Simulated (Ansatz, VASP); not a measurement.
Two plane-wave programs on Tl

```
CELL_PARAMETERS angstrom
-1.87370 1.87370 1.87370
1.87370 -1.87370 1.87370
1.87370 1.87370 -1.87370
ATOMIC_POSITIONS crystal
Tl 0.00000 0.00000 0.00000
```

Alike in both runs: task single point; functional PBEsol; k mesh 13 × 13 × 13; occupations fermi-dirac, width 0.1 eV; no spin polarisation.

|  | VASP | Ansatz |
| --- | --- | --- |
| version | VASP 6.6.1 | Ansatz 0.2.0 |
| potentials or method | VASP PAW PBE potentials, release 64 (Tl_d) | plane waves (420 eV) with PAW, scalar-relativistic |
| plane-wave cutoff (eV) | 520 | 420 |
| valence electrons in the cell | 13 | 13 |

|  | VASP | Ansatz | Ansatz less VASP |
| --- | --- | --- | --- |
| pressure (GPa) | 3.7 | 3.8 | +0.05 |

Ansatz warned: «pseudo_functional_mismatch».

Caveats: the PAW data sets were made with another functional, which shifts forces and pressure a little (VASP). The runs have no spin-orbit coupling, so splittings on Tl are missing.
